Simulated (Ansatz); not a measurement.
## Calculated O-17 NMR of the central transition for SiO2

Cell: a structure deposited in the COD, ions relaxed with PBE at fixed cell.

Space group P4_12_12 (No. 92); a = 4.9790, c = 6.9500 Å.

| site | Wyckoff | site symmetry | x | y | z |
| --- | --- | --- | --- | --- | --- |
| Si | 4a | ..2 | 0.3044 | 0.3044 | 0.0000 |
| O | 8b | 1 | 0.2371 | 0.1148 | 0.1843 |

One atom of each set is listed.

Level of theory: DFT, r2SCAN, plane waves and PAW, scalar-relativistic, 500 eV cutoff, Γ-centred 5×5×4 k-points, Fermi–Dirac smearing 0.02 eV (Ansatz 0.2.0).

O-17 has I = 5/2 and Q = -25.58 mb (Pyykkö 2018); at 28.2 T its Larmor frequency is ν₀ = 162.8 MHz. Only the quadrupole interaction is simulated: positions count from each site's isotropic chemical shift, and J coupling is left out, as are shift anisotropy and dipolar coupling, which fast spinning averages.

Problem. What does the O-17 spectrum (fast magic-angle spinning) show for each site?

Solution. 

| site | first shell | C_Q (MHz) | η | P_Q (MHz) | δ_QIS (ppm) | breadth (kHz) |
| --- | --- | --- | --- | --- | --- | --- |
| O | 2 Si at 1.62–1.63 Å, angle 143° | -5.79 | 0.19 | 5.82 | -7.67 | 2.81 |

δ_QIS = −(ν_Q²/30ν₀²)[I(I+1) − 3/4](1 + η²/3) × 10⁶ ppm with ν_Q = 3|C_Q|/[2I(2I−1)]; it falls as 1/B₀² in ppm, and the breadth as 1/B₀ in kHz.

At O V_zz runs parallel to the line that joins its two neighbours (within 1°).

The largest force is 0.3 eV/Å, so the atoms aren't at the calculated equilibrium and relaxing them would move these values.

Hardware: 1 thread of Arm Neoverse V2 (aarch64; 8 cores open to the job, memory cap 2.5 GiB, no GPU), a shared host with a load of 0.4 a core. Wall time 33 s, CPU time 33 s, peak memory 0.72 GiB.
